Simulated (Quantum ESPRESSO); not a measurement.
AlCo: phonons with PBEsol

AlCo:

```
CELL_PARAMETERS angstrom
2.81940 0.00000 0.00000
0.00000 2.81940 0.00000
0.00000 0.00000 2.81940
ATOMIC_POSITIONS crystal
Co 0.50000 0.50000 0.50000
Al 0.00000 0.00000 0.00000
```

The cell is a database's computed one.

* Program: Quantum ESPRESSO 7.5
* Task: phonons
* Functional: PBEsol
* Potentials or basis: GBRV 1.5 PBEsol
* Cutoff: 762 eV
* Density cutoff: 6095 eV
* k mesh: 9 × 9 × 9
* Occupations: methfessel-paxton, width 0.272 eV
* Spin: collinear spin, ferromagnetic start
* Starting moments: [2.0, 0.0] μB
* Mixing beta: 0.3
* Most SCF iterations: 120
* SCF threshold: 4e-10 Ry

```json
{
  "Relaxed volume": "11.23 Å³/atom",
  "Relaxed cell": "a = 2.821 Å, b = 2.821 Å, c = 2.821 Å, α = 90.00°, β = 90.00°, γ = 90.00°",
  "Space group after relaxing (to 0.05 Å)": "Pm-3m (No. 221)",
  "Pressure after relaxing": "0.0 GPa",
  "Band gap on the k mesh": "none (metal or under the smearing width)",
  "Net moment": "0.00 μB per cell",
  "Absolute moment": "0.00 μB per cell",
  "Valence electrons inside the program's atomic spheres": "Co 15.66; Al 1.24",
  "Highest phonon frequency at Γ": "342 cm⁻¹"
}
```

Final structure:
```xyz
2
Lattice="2.8213 0.0000 0.0000 0.0000 2.8213 0.0000 0.0000 0.0000 2.8213" Properties=species:S:1:pos:R:3 pbc="T T T"
Co    1.4106    1.4106    1.4106
Al    0.0000    0.0000    0.0000
```

Levels at points of the mesh, in eV from the Fermi level:
Spin up:
| k point | band 6 | band 7 | band 8 | band 9 | band 10 | band 11 | band 12 | band 13 | band 14 | band 15 |
| --- | --- | --- | --- | --- | --- | --- | --- | --- | --- | --- |
| (0.00, 0.00, 0.00) | -3.13 | -3.13 | -0.88 | -0.88 | -0.88 | 6.02 | 6.02 | 6.02 | 8.89 | 8.89 |
Spin down:
```csv
k point,band 8,band 9,band 10,band 11,band 12,band 13
"(0.00, 0.00, 0.00)",-0.88,-0.88,-0.88,6.02,6.02,6.02
```

Phonon frequencies in cm⁻¹ (negative: imaginary):
| q point | frequencies |
| --- | --- |
| (0.000, 0.000, 0.000) | -17 -17 -17 342 342 342 |

Optical modes at Γ, degenerate ones joined:
```tsv
cm⁻¹	components	symmetry	active in
341	3	T1u	IR
```

Wall time 4.1 min on 1 thread of Intel(R) Xeon(R) Platinum 8488C (Sapphire Rapids), on a shared host, peak memory 0.16 GiB.

Caveat: the mesh is thin for the phonons of a metal; the starting moments collapsed, and a magnetic state may lie lower.
